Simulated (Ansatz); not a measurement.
**MnS in Ansatz: the effect of target pressure**

MnS:

```
Mn S
1.0
     0.00000    2.47346    2.47346
     2.47346    0.00000    2.47346
     2.47346    2.47346    0.00000
Mn S
1 1
Direct
  0.00000 0.00000 0.00000
  0.75000 0.75000 0.75000
```

The cell is a database's computed one.

Alike in all runs:

- Program: Ansatz 0.2.0
- Task: relaxation of cell and atoms
- Functional: PBEsol
- Potentials or basis: all-electron LAPW, scalar-relativistic
- Basis error allowed: 0.001 eV/atom
- k mesh: 9 × 9 × 9
- Occupations: fermi-dirac, width 0.05 eV
- Spin: collinear spin, ferromagnetic start
- Starting moments: [4.0, 0.0] μB

Each run relaxes the cell or the atoms first.

```csv
target pressure,relaxed volume (Å³/atom),moment (μB)
0 GPa,?,?
5 GPa,14.37,0.17
10 GPa,13.98,0.11
```

Q: What does the run with target pressure 0 GPa give?

A: Relaxed volume 14.82 Å³/atom; moment 0.22 μB.

Caveats: the moment fell far below its start of 4 μB, so a state of higher moment may lie lower in energy; the starting moments weren't kept.

Runs at the PBE level aren't shown here.
